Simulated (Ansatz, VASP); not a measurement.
**One calculation of W, two programs**

The input POSCAR:

```
W
1.0
   -0.4399297452      1.8355689370      1.8355689370
    1.8355689370     -0.4399297452      1.8355689370
    1.8355689370      1.8355689370     -0.4399297452
W
1
Direct
    0.0000000000      0.0000000000      0.0000000000
```

Contents of INCAR.step1:

```
SYSTEM = W
PREC = Accurate ; ENCUT = 520
ISMEAR = 0 ; SIGMA = 0.15
LREAL = .FALSE. ; LASPH = .TRUE.
NELM = 100 ; NBANDS = 13
GGA = PE ; ALGO = Normal
EDIFF = 1E-4 ; LWAVE = .TRUE.
LCHARG = .FALSE.
```

The input INCAR.step2:

```
SYSTEM = W
PREC = Accurate ; ENCUT = 520
EDIFF = 1E-6 ; ISMEAR = 0
SIGMA = 0.15 ; LREAL = .FALSE.
LASPH = .TRUE. ; NELM = 100
ALGO = Normal ; ISIF = 2
LWAVE = .FALSE. ; LCHARG = .TRUE.
METAGGA = R2SCAN ; LMIXTAU = .TRUE.
LELF = .TRUE. ; LVHAR = .TRUE.
NBANDS = 13 ; ISTART = 1
```

The input KPOINTS:

```
regular mesh
0
G
  22 22 22
  0 0 0
```

Input for Ansatz:

```yaml
crystal:
  lattice:
    - [-0.4399297452, 1.835568937, 1.835568937]
    - [1.835568937, -0.4399297452, 1.835568937]
    - [1.835568937, 1.835568937, -0.4399297452]
  atoms:
    - { symbol: W, position: [0.0, 0.0, 0.0] }
basis:
  ecutwfc: 500
kpoints:
  mp_grid: { grid: [22, 22, 22] }
hamiltonian:
  xc: r2scan
scf:
  occupations: { method: gaussian, width: 0.15 }
output:
  forces: true
  stress: true
  eigenvalues: true
```

Alike in both runs: task single point; functional r2SCAN; k mesh 22 × 22 × 22; occupations gaussian, width 0.15 eV; no spin polarisation.

|  | VASP | Ansatz |
| --- | --- | --- |
| version | VASP 6.6.1 | Ansatz 0.2.0 |
| potentials or method | VASP PAW PBE potentials, release 64 (W_sv) | scalar-relativistic, plane waves, PAW |
| plane-wave cutoff (eV) | 520 | 500 |
| valence electrons in the cell | 14 | 14 |

Ansatz gave:

| Property | Result |
| --- | --- |
| gap on the k mesh at the Fermi level (eV) | none |
| pressure (GPa) | 3.2 |
| largest component of the traceless stress (GPa) | 15.00 |

Problem. Which values does VASP return?

Solution. gap on the k mesh at the Fermi level (eV): none; pressure (GPa): 4.5; largest component of the traceless stress (GPa): 15.14.

A gap of «none» marks a metal or a gap that the smearing closes.

Caveats: the PAW data sets were made with another functional, which shifts forces and pressure a little (VASP). Spin-orbit coupling is left out, which matters for the levels of W.
